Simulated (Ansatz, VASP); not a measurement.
# One calculation of MgO, two programs

```xyz
2
Lattice="0.0000 2.0610 2.0610 2.0610 0.0000 2.0610 2.0610 2.0610 0.0000" Properties=species:S:1:pos:R:3 pbc="T T T"
Mg    0.0000    0.0000    0.0000
O     2.0610    2.0610    2.0610
```

Alike in both runs: task single point; functional PBE; k mesh 10 × 10 × 10; occupations gaussian, width 0.02 eV; no spin polarisation.

```csv
,VASP,Ansatz
version,VASP 6.6.1,Ansatz 0.2.0
potentials or method,"VASP PAW PBE potentials, release 64 (Mg, O)","scalar-relativistic, plane waves, PAW"
plane-wave cutoff (eV),520,420
valence electrons in the cell,8,16
```

```tsv
	VASP	Ansatz	Ansatz less VASP
gap on the k mesh at the Fermi level (eV)	5.38	5.40	+0.014
least direct gap on the mesh (eV)	5.38	5.40	+0.014
pressure (GPa)	16.4	17.1	+0.68
```

The two sets of potentials don't hold the same shells in valence.

Caveats: so large a pressure means that the cell lies far from this level's equilibrium, or that cutoff or potentials fall short (VASP). As with any semilocal functional, this PBE gap is likely too small.
